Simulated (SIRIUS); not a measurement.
# Pt in SIRIUS: the effect of functional

Pt:

```
Pt
1.0
     0.00000    1.96090    1.96090
     1.96090    0.00000    1.96090
     1.96090    1.96090    0.00000
Pt
1
Direct
  0.00000 0.00000 0.00000
```

Alike in all runs:

| Property | Result |
| --- | --- |
| Program | SIRIUS 7.12.0 |
| Task | eos task |
| Potentials or basis | PseudoDojo 0.4.1 PBE standard (scalar relativistic) |
| Cutoff | 1152 eV |
| Density cutoff | 4606 eV |
| k mesh | 8 × 8 × 8 |
| Occupations | fermi-dirac, width 0.05 eV |
| Spin | no spin polarisation |

```tsv
functional	V0 of scaled cells (Å³/atom)	B0 (GPa)
LDA	14.75	310
PBEsol	15.00	291
RPBE	15.83	235
revPBE	?	?
```

Problem. What does the run with functional revPBE give?

Solution. V0 of scaled cells 15.75 Å³/atom; B0 240 GPa.

Caveats: the potentials were made for another functional, which shifts forces and pressure.

Runs at the PBE level aren't shown here.
